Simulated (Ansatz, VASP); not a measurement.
## SiO2: VASP beside Ansatz

```
CELL_PARAMETERS angstrom
-2.51337 2.51337 3.68939
2.51337 -2.51337 3.68939
2.51337 2.51337 -3.68939
ATOMIC_POSITIONS crystal
Si 0.00000 0.00000 0.00000
Si 0.75000 0.25000 0.50000
O 0.96701 0.62500 0.84201
O 0.37500 0.21701 0.34201
O 0.78299 0.12500 0.15799
O 0.87500 0.03299 0.65799
```

Alike in both runs: functional PBE; k mesh 6 × 6 × 6; occupations gaussian, width 0.02 eV; no spin polarisation.

Ansatz relaxed the structure, and its values are those at the end. VASP's run is a single point on that final structure, the one shown.

|  | VASP | Ansatz |
| --- | --- | --- |
| version | VASP 6.6.1 | Ansatz 0.2.0 |
| potentials or method | VASP PAW PBE potentials, release 64 (Si, O) | scalar-relativistic, plane waves, PAW |
| plane-wave cutoff (eV) | 520 | 420 |
| valence electrons in the cell | 32 | 32 |

VASP gave:

| Quantity | Value |
| --- | --- |
| gap on the k mesh at the Fermi level (eV) | 5.73 |
| least direct gap on the mesh (eV) | 5.73 |
| pressure (GPa) | 0.1 |

Q: Estimate Ansatz's values.

A: gap on the k mesh at the Fermi level (eV): 5.73; least direct gap on the mesh (eV): 5.73; pressure (GPa): 0.0.

With one functional, cell and mesh, what is left measures potentials, basis and numerics.

A k mesh can miss the band edges.
